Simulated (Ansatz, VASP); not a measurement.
# One calculation of V, two programs

```
V
1.0
     4.80030    0.00000    0.00000
     0.00000    4.80030    0.00000
     0.00000    0.00000    4.80030
V
8
Direct
  0.00000 0.00000 0.00000
  0.50000 0.50000 0.50000
  0.25000 0.00000 0.50000
  0.75000 0.00000 0.50000
  0.50000 0.25000 0.00000
  0.50000 0.75000 0.00000
  0.00000 0.50000 0.25000
  0.00000 0.50000 0.75000
```

The cell was built by a generator and needn't be a form met in nature.

Alike in both runs: task relaxation of cell and atoms; functional RPBE; k mesh 5 × 5 × 5; occupations fermi-dirac, width 0.1 eV; no spin polarisation.

|  | VASP | Ansatz |
| --- | --- | --- |
| version | VASP 6.6.1 | Ansatz 0.2.0 |
| potentials or method | VASP PAW PBE potentials, release 64 (V_sv) | plane waves (420 eV) with PAW, scalar-relativistic |
| plane-wave cutoff (eV) | 600 | 420 |
| valence electrons in the cell | 104 | 104 |

```tsv
	VASP	Ansatz	Ansatz less VASP
relaxed volume (Å³/atom)	14.06	14.04	-0.020
relaxed cell length with the largest relative difference (Å)	4.827	4.825	-0.0023
energy change over the relaxation (meV/atom)	-2	-2	+0.3
```

Caveats: the PAW data sets were made with another functional, which shifts forces and pressure a little (VASP).
